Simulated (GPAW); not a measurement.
# Ge (Fd-3m) in GPAW: notebook

Aim: see how the results for Ge move with the level of theory and the settings. Levels: r4SCAN, TASK, TPSS, LDA, BLYP+D3(BJ). Tasks: equation of state, band structure.

Program: GPAW 26.7.0. These are calculated values, not measurements. Logs are shortened: lines on timing, memory, paths and dates and some standing lists are left out, and cuts for length are marked. The log counts tension as positive stress, the text compression.

**The experiment to reproduce.**

From “Temperature-dependent photoluminescence in Ge: experiment and theory”, 2020, arxiv:2003.00143, for a bulk crystal of Ge at 0 K: band gap 0.744 eV (indirect).

From “Sub-monolayer structures of Ag overlayers on Ge(111): experimental observations and first-principles study”, 2019, arxiv:1908.00180, for a bulk crystal of Ge: bulk modulus 75.8 GPa.

How close the calculation comes is told below.

## Step 1: Starting point

The structure is cubic, space group Fd-3m (No. 227). Conventional cell: a = 5.658 Å, b = 5.658 Å, c = 5.658 Å, α = 90.00°, β = 90.00°, γ = 90.00°. Ge (site symmetry -43m) is surrounded by 4 Ge at 2.45 Å.

## Step 2: Equation of state, r4SCAN

The input, run.py:

```python
from ase.eos import EquationOfState
from ase.io import Trajectory
from ase.spacegroup import crystal
from ase.units import GPa
from gpaw import GPAW, PW

# Ge 8a
atoms = crystal(['Ge'],
                basis=[[0.25, 0.25, 0.25]],
                spacegroup=227, setting=1,  # Fd-3m
                cellpar=[5.65782, 5.65782, 5.65782, 90.0, 90.0, 90.0],
                primitive_cell=True)

traj = Trajectory('eos.traj', 'w')
volumes, energies = [], []
for x in [0.94, 0.96, 0.98, 1.0, 1.02, 1.04, 1.06]:
    a = atoms.copy()
    a.set_cell(atoms.cell * x**(1 / 3), scale_atoms=True)
    calc = GPAW(mode=PW(600),
                xc='MGGA_X_R4SCAN+MGGA_C_R2SCAN',
                kpts={'size': (8, 8, 8), 'gamma': True},
                occupations={'name': 'fermi-dirac', 'width': 0.05},
                nbands=11,
                convergence={'density': 1e-05, 'energy': 1e-05},
                maxiter=150,
                txt=f'eos-{x:.2f}.txt')
    a.calc = calc
    energies.append(a.get_potential_energy(force_consistent=True))
    volumes.append(a.get_volume())
    p = -a.get_stress()[:3].mean() / GPa
    calc.write(f'eos-{x:.2f}.gpw')
    traj.write(a)
    print(f'{x:.2f} {volumes[-1]:10.4f} A^3 {energies[-1]:14.6f} eV {p:9.3f} GPa', flush=True)

v0, e0, B = EquationOfState(volumes, energies, eos='birchmurnaghan').fit()
print(f'V0 = {v0:.4f} A^3, E0 = {e0:.6f} eV, B0 = {B / GPa:.2f} GPa')
```

Potentials or basis: GPAW PAW data sets (gpaw-data 1.2.1), pw.

Run with:

```
> OMP_NUM_THREADS=1 python run.py
```

What it wrote:

```text
__  _  _
 | _ |_)|_||  |
 |__||  | ||/\| - 26.7.0

Input parameters:
  mode=PW(ecut=600.0),
  convergence={'density': 1e-05, 'energy': 1e-05},
  kpts=MonkhorstPack(size=(8, 8, 8), gamma=True),
  maxiter=150,
  nbands=11,
  occupations=Occupations(name='fermi-dirac', width=0.05),
  xc=XC(name='MGGA_X_R4SCAN+MGGA_C_R2SCAN')

Diagonalizing LCAO Hamiltonian
Converting LCAO to pw mode

           Ge

       Ge

Atoms  # Å, Bohr magnetons
|   | symbol |        x |        y |        z |    initial magnetic moments |
|---|--------|----------|----------|----------|-----------------------------|
| 0 |     Ge | 1.385580 | 1.385580 | 1.385580 | ( 0.0000,  0.0000,  0.0000) |
| 1 |     Ge | 0.000000 | 0.000000 | 0.000000 | ( 0.0000,  0.0000,  0.0000) |

Unit cell  # Å
| periodic |        x |        y |        z |  lengths |    angles |
|----------|----------|----------|----------|----------|-----------|
|      yes | 0.000000 | 2.771161 | 2.771161 | 3.919013 | 60.000000 |
|      yes | 2.771161 | 0.000000 | 2.771161 | 3.919013 | 60.000000 |
|      yes | 2.771161 | 2.771161 | 0.000000 | 3.919013 | 60.000000 |

Number of symmetries: 24
Symmetry operations  # r_c * U_cc + t_c -> r_c
|    | kind |            matrix            |
|----|------|------------------------------|
|  0 |  E   |  1, 0, 0,  0, 1, 0,  0, 0, 1 |
|  1 |  σ   |  1, 0, 0,  0, 0, 1,  0, 1, 0 |
|  2 |  σ   |  1, 0,-1,  0, 1,-1,  0, 0,-1 |
|  3 |  C3  |  1, 0,-1,  0, 0,-1,  0, 1,-1 |
|  4 |  C3  |  1,-1, 0,  0,-1, 1,  0,-1, 0 |
|  5 |  σ   |  1,-1, 0,  0,-1, 0,  0,-1, 1 |
|  6 |  σ   |  0, 1, 0,  1, 0, 0,  0, 0, 1 |
|  7 |  C3  |  0, 1, 0,  0, 0, 1,  1, 0, 0 |
|  8 |  C2  |  0, 1,-1,  1, 0,-1,  0, 0,-1 |
|  9 |  S4  |  0, 1,-1,  0, 0,-1,  1, 0,-1 |
| 10 |  C3  |  0, 0, 1,  1, 0, 0,  0, 1, 0 |
| 11 |  σ   |  0, 0, 1,  0, 1, 0,  1, 0, 0 |
| 12 |  S4  |  0, 0,-1,  1, 0,-1,  0, 1,-1 |
| 13 |  C3  |  0, 0,-1,  0, 1,-1,  1, 0,-1 |
| 14 |  S4  |  0,-1, 1,  1,-1, 0,  0,-1, 0 |
| 15 |  C2  |  0,-1, 1,  0,-1, 0,  1,-1, 0 |
| 16 |  C3  |  0,-1, 0,  1,-1, 0,  0,-1, 1 |
| 17 |  S4  |  0,-1, 0,  0,-1, 1,  1,-1, 0 |
| 18 |  S4  | -1, 1, 0, -1, 0, 1, -1, 0, 0 |
| 19 |  C3  | -1, 1, 0, -1, 0, 0, -1, 0, 1 |
| 20 |  C3  | -1, 0, 1, -1, 1, 0, -1, 0, 0 |
| 21 |  S4  | -1, 0, 1, -1, 0, 0, -1, 1, 0 |
| 22 |  σ   | -1, 0, 0, -1, 1, 0, -1, 0, 1 |
| 23 |  C2  | -1, 0, 0, -1, 0, 1, -1, 1, 0 |

BZ-sampling:
  Number of BZ points: 512
  Number of IBZ points: 29

  Monkhorst-Pack size: [8, 8, 8]
  Monkhorst-Pack shift: [0.0625, 0.0625, 0.0625]

K-points  # in reciprocal-cell coordinates
|     |                                coordinates |     weight |
|-----|--------------------------------------------|------------|
|   0 | (  0.00000000,   0.00000000,   0.00000000) | 0.00195312 |
|   1 | (  0.12500000,   0.12500000,   0.00000000) | 0.01171875 |
|   2 | (  0.12500000,   0.12500000,   0.12500000) | 0.01562500 |
|   3 | (  0.25000000,   0.12500000,   0.12500000) | 0.02343750 |
|   4 | (  0.25000000,   0.25000000,   0.00000000) | 0.01171875 |
|   5 | (  0.25000000,   0.25000000,   0.12500000) | 0.04687500 |
|   6 | (  0.25000000,   0.25000000,   0.25000000) | 0.01562500 |
|   7 | (  0.37500000,   0.25000000,  -0.37500000) | 0.04687500 |
|   8 | (  0.37500000,   0.25000000,   0.12500000) | 0.04687500 |
|   9 | (  0.37500000,   0.25000000,   0.25000000) | 0.04687500 |
| ... |                                            |            |
|  28 | (  0.50000000,   0.50000000,   0.50000000) | 0.00781250 |

Plane wave coefficients: 1433
Cutoff: 600.0 eV

Spin-components: 1 (collinear spins)
Bands:           11
Projectors:      10
Spin-degeneracy: 2
Datatype:        complex128

Parallelization:
  kpt:    1
  domain: 1
  band:   1

Density:
  Valence electrons: 8.0
  Components: 1
  Grid points: [24 24 24]
  Charge: 0.0  # |e|

Potential:
  Grid points: [24 24 24]

species:
  Ge:
    name:    Germanium
    Z:       32.0
    valence: 4
    core:    28
    charge:  0.0  # [|e|]
    compensation charges:
      type: gauss
      rc: 0.32  # [Å]
      lmax: 2
    cutoffs:
      filter: 1.77  # [Å]
      core: 3.42  # [Å]
    projectors
    | kind |    occ | energy [eV] | rcut [Å] |
    |------|--------|-------------|----------|
    |   4s |  2.000 |     -11.726 |    1.005 |
    |   4p |  2.000 |      -3.896 |    1.005 |
    |    s |        |      15.485 |    1.005 |
    |    p |        |      23.315 |    1.005 |
    |    d |        |       0.000 |    1.005 |

    Using partial waves for Ge as LCAO basis

Reference energy: -114195.275705  # eV

eigensolver:
  PPCG
  Converge bands: occupied
  niter=2

density mixing:
  MSR1-Mixer
  Pratt-step length: 0.05
  Maximum mixing coefficient: 0.75
  Old densities: 10
  SVD Regularization: 0.005
  Good broyden scale: 1.0
  Trust region scale: 1.0
  Backstep threshold: 4.0
  History deletion threshold: 6.0
  Fourier metric: weight=20.0, sigma=0.015

occupation numbers:
  Fermi-Dirac:
    width: 0.0500  # eV

poisson solver:
  ecut: 4800.0  # eV

xc functional:
  name: MGGA_X_R4SCAN+MGGA_C_R2SCAN with 2 nearest neighbor stencil

convergence criteria:
[... 6 lines left out ...]
|iter     | |      energy | eigst |  dens |
|---------|-|-------------|-------|-------|
|iter:   1| |  -30.811475 | -0.39 |       |
|iter:   2| |  -30.325733 | -1.38 | -0.91 |
|iter:   3| |  -30.103112 | -1.55 | -0.93 |
|iter:   4| |  -30.226996 | -2.11 | -1.21 |
|iter:   5| |  -30.140964 | -1.91 | -1.26 |
|iter:   6| |  -30.143461 | -3.13 | -1.63 |
|iter:   7| |  -30.143644 | -3.79 | -2.54 |
|iter:   8| |  -30.143342 | -4.31 | -2.94 |
|iter:   9| |  -30.143348 | -4.87 | -3.39 |
|iter:  10| |  -30.143311c| -5.33 | -3.43 |
|iter:  11| |  -30.143309c| -6.12 | -4.26 |
|iter:  12| |  -30.143307c| -6.70 | -4.22 |
|iter:  13| |  -30.143307c| -7.58c| -4.70 |
|iter:  14| |  -30.143306c| -8.33c| -5.16c|

Converged in 14 steps
Energy contributions relative to reference atoms: (reference = -114195.275705)

Energy contributions:
  Kinetic:          35.509128
  Coulomb:         -31.056989
  Zero:             -0.029516
  External:          0.000000
  Xc:              -34.565894
  Entropy:          -0.000073
  Spinorbit:         0.000000
  ----------------------------
  Free energy:     -30.143343
  Extrapolated:    -30.143306

dipole moment: (-21.336995, -21.336995, -21.336995)  # |e|*Ang

Fermi level: 6.654
Eigenvalues  # (at kpt = [0.000, 0.000, 0.000])
| band index |      eig [eV] | occ [0-2] |
|------------|---------------|-----------|
|          0 |        -7.503 |     2.000 |
|          1 |         6.424 |     1.980 |
|          2 |         6.424 |     1.980 |
|          3 |         6.424 |     1.980 |
|          4 |         7.179 |     0.000 |
|          5 |         8.989 |     0.000 |
|          6 |         8.989 |     0.000 |
|          7 |         8.989 |     0.000 |
|          8 |        13.824 |     0.000 |
|          9 |        16.439 |     0.000 |
|         10 |        16.439 |     0.000 |

Gap: 0.488 eV
Transition (v -> c):
  (s=0, k=0, n=3, [0.00, 0.00, 0.00]) -> (s=0, k=28, n=4, [0.50, 0.50, 0.50])
Direct/indirect transitions are different
Direct gap: 0.755 eV
Transition at: (s=0, k=0, n=3, [0.00, 0.00, 0.00])

Stress tensor  # eV/Ang^3
|         x |         y |         z |
|-----------|-----------|-----------|
| -0.038424 |  0.000000 |  0.000000 |
|  0.000000 | -0.038424 | -0.000000 |
|  0.000000 | -0.000000 | -0.038424 |

# Writing to eos-0.94.gpw (mode='')
```

Run time: 6.3 min. Hardware: 1 thread of Arm Neoverse V1, shared host; peak memory 0.41 GiB.

Results:

```
Equilibrium volume : 22.88 Å³/atom (rough: see the caveat)
Bulk modulus       : 72 GPa (rough)
```

Energy against volume, from the lowest point:
```tsv
volume (Å³/atom)	energy (meV/atom)
21.281	28.20
21.733	13.74
22.186	4.54
22.639	0.19
23.092	0.00
23.545	3.86
23.997	10.83
```

Caveat: the points scatter about the fit; the PAW data sets were made with another functional, which shifts forces and pressure a little.

## Step 3: Equation of state, TASK

Changes to run.py since step 2:

```diff
@@ -1,4 +1,3 @@
 from ase.eos import EquationOfState
-from ase.io import Trajectory
-from ase.spacegroup import crystal
+from ase.io import Trajectory, read
 from ase.units import GPa
@@ -6,8 +5,3 @@
 
-# Ge 8a
-atoms = crystal(['Ge'],
-                basis=[[0.25, 0.25, 0.25]],
-                spacegroup=227, setting=1,  # Fd-3m
-                cellpar=[5.65782, 5.65782, 5.65782, 90.0, 90.0, 90.0],
-                primitive_cell=True)
+atoms = read('Ge.xyz')
 
@@ -19,3 +13,3 @@
     calc = GPAW(mode=PW(600),
-                xc='MGGA_X_R4SCAN+MGGA_C_R2SCAN',
+                xc='MGGA_X_TASK+LDA_C_PW',
                 kpts={'size': (8, 8, 8), 'gamma': True},
```

The input, Ge.xyz:

```xyz
2
Lattice="0.0000000000 2.8289100000 2.8289100000 2.8289100000 0.0000000000 2.8289100000 2.8289100000 2.8289100000 0.0000000000" Properties=species:S:1:pos:R:3 pbc="T T T"
Ge     4.2433650000      4.2433650000      4.2433650000
Ge     2.8289100000      2.8289100000      2.8289100000
```

Potentials or basis: GPAW PAW data sets (gpaw-data 1.2.1), pw.

Run with:

```
> OMP_NUM_THREADS=1 python run.py
```

Run time: 5.7 min. Hardware: 1 thread of Arm Neoverse V1, shared host; peak memory 0.41 GiB.

The run converged. Its results:

| Property | Result |
| --- | --- |
| Equilibrium volume | 23.84 Å³/atom (rough: see the caveat) |
| Bulk modulus | 62 GPa (rough) |

Energy against volume, from the lowest point:
```csv
volume (Å³/atom),energy (meV/atom)
21.281,67.56
21.733,43.71
22.186,25.64
22.639,12.83
23.092,4.64
23.545,0.52
23.997,0.00
```

Caveat: the points scatter about the fit; the PAW data sets were made with another functional, which shifts forces and pressure a little.

## Step 4: Band structure, TPSS, spin-orbit coupling, no magnetisation

The input, run.py:

```python
import numpy as np
import spglib
from ase import Atoms
from ase.dft.bandgap import bandgap
from ase.io import read, write
from ase.units import GPa
from gpaw import GPAW, PW
from gpaw.spinorbit import soc_eigenstates

atoms = read('Ge.cif')
cell, positions, numbers = spglib.find_primitive(
    (atoms.cell[:], atoms.get_scaled_positions(), atoms.numbers), symprec=1e-4)
atoms = Atoms(numbers, cell=cell, scaled_positions=positions, pbc=True)

calc = GPAW(mode=PW(600),
            xc='MGGA_X_TPSS+MGGA_C_TPSS',
            kpts={'size': (8, 8, 8), 'gamma': True},
            occupations={'name': 'fermi-dirac', 'width': 0.05},
            nbands=11,
            convergence={'density': 1e-05, 'energy': 1e-05},
            eigensolver='davidson',
            maxiter=150,
            txt='gpaw.txt')
atoms.calc = calc
energy = atoms.get_potential_energy()
forces = atoms.get_forces()
stress = atoms.get_stress()
calc.write('gs.gpw')
write('result.traj', atoms)
print(f'Energy: {energy:.6f} eV')
print('Forces (eV/A):')
print(forces.round(4))
print('Stress (GPa):', (stress / GPa).round(3))
print('Fermi level:', round(calc.get_fermi_level(), 4), 'eV')
print(f'Gap: {bandgap(calc)[0]:.4f} eV, direct: {bandgap(calc, direct=True)[0]:.4f} eV')

path = atoms.cell.bandpath('GXWKGLUWLK,UX', npoints=100, eps=1e-4)
bs_calc = calc.fixed_density(kpts=path, symmetry='off', nbands=21,
                             convergence={'bands': 'CBM+6.0', 'eigenstates': 1e-6}, txt='bands.txt')
bs = bs_calc.band_structure()
bs.write('bs.json')
print(f'Gap on the path: {bandgap(bs_calc)[0]:.4f} eV')

soc = soc_eigenstates(bs_calc, theta=0, phi=0, ignore_xc_potential=True)
np.savetxt('soc_bands.dat', soc.eigenvalues(), fmt='%.4f')
mesh = soc_eigenstates('gs.gpw', theta=0, phi=0, ignore_xc_potential=True)
np.savetxt('soc_mesh.dat', mesh.eigenvalues(), fmt='%.4f')
print('Fermi level with spin-orbit coupling:', round(mesh.fermi_level, 4), 'eV')
```

The input, Ge.cif:

```cif
data_Ge
_cell_length_a 5.65782000
_cell_length_b 5.65782000
_cell_length_c 5.65782000
_cell_angle_alpha 90.00000000
_cell_angle_beta 90.00000000
_cell_angle_gamma 90.00000000
_space_group_name_H-M_alt 'Fd-3m'
_space_group_name_Hall 'F 4d 2 3 -1d'
_space_group_IT_number 227
loop_
_space_group_symop_operation_xyz
'x,y,z'
'-y+1/4,x+1/4,z+1/4'
'-x,-y+1/2,z+1/2'
'y+3/4,-x+1/4,z+3/4'
'x,-y,-z'
'-y+1/4,-x+3/4,-z+3/4'
'-x,y+1/2,-z+1/2'
'y+3/4,x+3/4,-z+1/4'
'z,x,y'
'z+1/4,-y+1/4,x+1/4'
'z+1/2,-x,-y+1/2'
'z+3/4,y+3/4,-x+1/4'
'-z,x,-y'
'-z+3/4,-y+1/4,-x+3/4'
'-z+1/2,-x,y+1/2'
'-z+1/4,y+3/4,x+3/4'
'y,z,x'
'x+1/4,z+1/4,-y+1/4'
'-y+1/2,z+1/2,-x'
'-x+1/4,z+3/4,y+3/4'
'-y,-z,x'
'-x+3/4,-z+3/4,-y+1/4'
'y+1/2,-z+1/2,-x'
'x+3/4,-z+1/4,y+3/4'
'-x+1/4,-y+1/4,-z+1/4'
'y,-x,-z'
'x+1/4,y+3/4,-z+3/4'
'-y+1/2,x,-z+1/2'
'-x+1/4,y+1/4,z+1/4'
'y,x+1/2,z+1/2'
'x+1/4,-y+3/4,z+3/4'
'-y+1/2,-x+1/2,z'
'-z+1/4,-x+1/4,-y+1/4'
'-z,y,-x'
'-z+3/4,x+1/4,y+3/4'
'-z+1/2,-y+1/2,x'
'z+1/4,-x+1/4,y+1/4'
'z+1/2,y,x+1/2'
'z+3/4,x+1/4,-y+3/4'
'z,-y+1/2,-x+1/2'
'-y+1/4,-z+1/4,-x+1/4'
[... 89 lines left out ...]
'-z+1/4,x+1/4,y+1/4'
'-z,-y+1/2,x+1/2'
'z+3/4,-x+1/4,y+3/4'
'z,y,x'
'z+1/4,x+1/4,-y+1/4'
'z+1/2,-y+1/2,-x'
'-y+3/4,-z+1/4,-x+3/4'
'-x+1/2,-z,y+1/2'
'y+1/4,-z+3/4,x+3/4'
'x+1/2,-z+1/2,-y'
'y+3/4,z+1/4,-x+3/4'
'x,z+1/2,y+1/2'
'-y+1/4,z+3/4,x+3/4'
'-x,z,-y'
'x+1/2,y+1/2,z'
'-y+3/4,x+3/4,z+1/4'
'-x+1/2,-y,z+1/2'
'y+1/4,-x+3/4,z+3/4'
'x+1/2,-y+1/2,-z'
'-y+3/4,-x+1/4,-z+3/4'
'-x+1/2,y,-z+1/2'
'y+1/4,x+1/4,-z+1/4'
'z+1/2,x+1/2,y'
'z+3/4,-y+3/4,x+1/4'
'z,-x+1/2,-y+1/2'
'z+1/4,y+1/4,-x+1/4'
'-z+1/2,x+1/2,-y'
'-z+1/4,-y+3/4,-x+3/4'
'-z,-x+1/2,y+1/2'
'-z+3/4,y+1/4,x+3/4'
'y+1/2,z+1/2,x'
'x+3/4,z+3/4,-y+1/4'
'-y,z,-x'
'-x+3/4,z+1/4,y+3/4'
'-y+1/2,-z+1/2,x'
'-x+1/4,-z+1/4,-y+1/4'
'y,-z,-x'
'x+1/4,-z+3/4,y+3/4'
'-x+3/4,-y+3/4,-z+1/4'
'y+1/2,-x+1/2,-z'
'x+3/4,y+1/4,-z+3/4'
'-y,x+1/2,-z+1/2'
'-x+3/4,y+3/4,z+1/4'
'y+1/2,x,z+1/2'
'x+3/4,-y+1/4,z+3/4'
'-y,-x,z'
'-z+3/4,-x+3/4,-y+1/4'
'-z+1/2,y+1/2,-x'
'-z+1/4,x+3/4,y+3/4'
'-z,-y,x'
'z+3/4,-x+3/4,y+1/4'
'z,y+1/2,x+1/2'
'z+1/4,x+3/4,-y+3/4'
'z+1/2,-y,-x+1/2'
'-y+3/4,-z+3/4,-x+1/4'
'-x+1/2,-z+1/2,y'
'y+1/4,-z+1/4,x+1/4'
'x+1/2,-z,-y+1/2'
'y+3/4,z+3/4,-x+1/4'
'x,z,y'
'-y+1/4,z+1/4,x+1/4'
'-x,z+1/2,-y+1/2'
loop_
_atom_site_label
_atom_site_type_symbol
_atom_site_symmetry_multiplicity
_atom_site_Wyckoff_symbol
_atom_site_fract_x
_atom_site_fract_y
_atom_site_fract_z
_atom_site_occupancy
Ge1 Ge 8 a 0.2500000000 0.2500000000 0.2500000000 1
```

Run with:

```
> OMP_NUM_THREADS=1 python run.py
```

It took 2.1 min on 1 thread of Arm Neoverse V1, shared host; peak memory 0.3 GiB.

It converged, with:

```
Free energy             : -23.7157 eV
Pressure                : 2.6 GPa
Band gap on the k mesh  : 0.10 eV, direct
Band gap along the path : 0.10 eV, direct
```

Levels at the corners of the path, in eV from the valence-band top:
```
point  band 4  band 5  band 6  band 7  band 8  band 9  band 10  band 11  band 12  band 13
    Γ   -0.30    0.00    0.00    0.00    0.00    0.10     0.10     2.36     2.36     2.58
    X   -9.09   -3.23   -3.23   -3.23   -3.23    0.64     0.64     0.64     0.64     9.61
    W   -8.98   -4.13   -4.13   -4.05   -4.05    4.27     4.27     4.41     4.41     4.65
    K   -8.49   -4.53   -4.53   -2.78   -2.78    1.06     1.06     4.06     4.06     7.25
    Γ   -0.30    0.00    0.00    0.00    0.00    0.10     0.10     2.36     2.36     2.58
    L   -7.80   -1.63   -1.63   -1.44   -1.44    0.15     0.15     3.66     3.66     3.76
    U   -8.49   -4.53   -4.53   -2.78   -2.78    1.06     1.06     4.06     4.06     7.25
    W   -8.98   -4.13   -4.13   -4.05   -4.05    4.27     4.27     4.41     4.41     4.65
    L   -7.80   -1.63   -1.63   -1.44   -1.44    0.15     0.15     3.66     3.66     3.76
    K   -8.49   -4.53   -4.53   -2.78   -2.78    1.06     1.06     4.06     4.06     7.25
    U   -8.49   -4.53   -4.53   -2.78   -2.78    1.06     1.06     4.06     4.06     7.25
    X   -9.09   -3.23   -3.23   -3.23   -3.23    0.64     0.64     0.64     0.64     9.61
```

Caveat: spin-orbit coupling was added after a scalar SCF, so levels and gaps hold it while energy, forces, pressure and moments don't; this program's spin-orbit splittings come out too wide for heavy elements; the PAW data sets were made with another functional, which shifts forces and pressure a little.

(Part 1 of 2 ends here.)
